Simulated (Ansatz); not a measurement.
## What DFT gives for Sc

```yaml
crystal:
  lattice:
    - [-1.82073, 1.82073, 1.82073]
    - [1.82073, -1.82073, 1.82073]
    - [1.82073, 1.82073, -1.82073]
  atoms:
    - { symbol: Sc, position: [0.00000, 0.00000, 0.00000] }
```

Level: PBE, no spin polarisation; 420 eV; 13×13×13 Γ-centred mesh; fermi-dirac occupations (width 0.1 eV); Ansatz 0.2.0, fixed geometry.

**Question.** What do density and ELF say about some of the short contacts?

**Answer.** Sc–Sc at 3.15 Å: least valence density 0.11 e/Å³ and ELF 0.14 there. These are pseudo-fields; inside the PAW spheres they differ from the all-electron ones.

**Question.** Metal or insulator?

**Answer.** It is a metal, with about 2.4 states/eV a cell as the mean within 0.25 eV of the Fermi level, mostly Sc d (85 %).

**Question.** Is the cell too large or too small?

**Answer.** The pressure is 1.8 GPa (compression positive), so with the atoms held at these fractions the cell would first expand.

Origin: a known structure type with other elements, at an estimated volume, so it need not be a known compound. Caveats: many states at the Fermi level without spin polarisation, so a magnetic state may lie lower.
